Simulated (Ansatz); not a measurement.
Set up this calculation in Ansatz 0.2.0, as the native input.

* Task: relaxation of cell and atoms
* Functional: LDA
* Potentials or basis: Ansatz PAW
* Cutoff: 420 eV (not typed: the program's choice for these potentials)
* k mesh: 11 × 11 × 11
* Occupations: fermi-dirac, width 0.05 eV
* Spin: no spin polarisation

Li:

```
Li
1.0
    -1.75465    1.75465    1.75465
     1.75465   -1.75465    1.75465
     1.75465    1.75465   -1.75465
Li
1
Direct
  0.00000 0.00000 0.00000
```

These files were run (other wordings do the same):

input.yaml

```yaml
crystal:
  lattice:
    - [-1.75465, 1.75465, 1.75465]
    - [1.75465, -1.75465, 1.75465]
    - [1.75465, 1.75465, -1.75465]
  atoms:
    - { symbol: Li, position: [0.0, 0.0, 0.0] }
hamiltonian:
  xc: lda
  pseudopotentials: { kind: paw }
kpoints:
  mp_grid: { grid: [11, 11, 11] }
scf:
  occupations: { method: fermi_dirac, width: 0.05 }
output:
  forces: true
  stress: true
  write_density: true
  write_potential: true
  elf: true
  volumetric_format: npy
relax:
  f_tol: 0.01
  max_steps: 40
  cell: { stress_tol: 0.05 }
```

Potentials or basis: Ansatz PAW.

Run with:

```bash
$ ansatz run input.yaml --threads 2 --pin off --max-ram 5632MiB --backend cpu --events-out ev --progress --plain --runs-dir out
```

Results of the run:

```json
{"Relaxed volume": "19.02 Å³/atom", "Relaxed cell": "a = 2.912 Å, b = 2.912 Å, c = 2.912 Å, α = 109.47°, β = 109.47°, γ = 109.47°", "Space group after relaxing (to 0.05 Å)": "Im-3m (No. 229)", "Energy gained by relaxing": "14.1 meV/atom", "Ionic steps": "5", "Pressure after relaxing": "0.0 GPa", "Band gap on the k mesh": "none (metal or under the smearing width)"}
```

Caveat: the plane-wave basis is chosen anew once the cell has moved, so the energies of steps on either side of that aren't comparable; the volume moved by -12 % from the deposited cell, more than functionals usually miss.

Wall time 1.9 s on 2 threads of Intel(R) Xeon(R) Processor @ 2.70GHz, on a shared host, peak memory 0.3 GiB.
